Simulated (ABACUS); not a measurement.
Crystal: CaO.

```
CELL_PARAMETERS angstrom
0.00000 2.40356 2.40356
2.40356 0.00000 2.40356
2.40356 2.40356 0.00000
ATOMIC_POSITIONS crystal
Ca 0.00000 0.00000 0.00000
O 0.50000 0.50000 0.50000
```

The cell is a database's computed one.

Base run:

- Program: ABACUS 3.10.1
- Functional: PBE
- Potentials or basis: GBRV ultrasoft 1.5 PBE
- Cutoff: 544 eV
- Density cutoff: 4354 eV
- Basis: plane waves
- k mesh: 8 × 8 × 8
- Occupations: fermi-dirac, width 0.05 eV
- Spin: no spin polarisation

Its results: band gap on the k mesh 3.66 eV, indirect (least direct gap 4.04 eV); pressure 1.7 GPa.

The run is repeated on the same cell with these changes: functional from PBE to LDA; potentials or basis from GBRV ultrasoft 1.5 PBE to PseudoDojo NC SR 0.4.1 LDA standard; cutoff from 544 eV to 1143 eV; density cutoff from 4354 eV to 4572 eV. What comes out?

Band gap on the k mesh 3.49 eV, indirect (least direct gap 3.86 eV); pressure -7.2 GPa.

A k mesh can miss the band edges.

Not every run made on this cell is shown here.
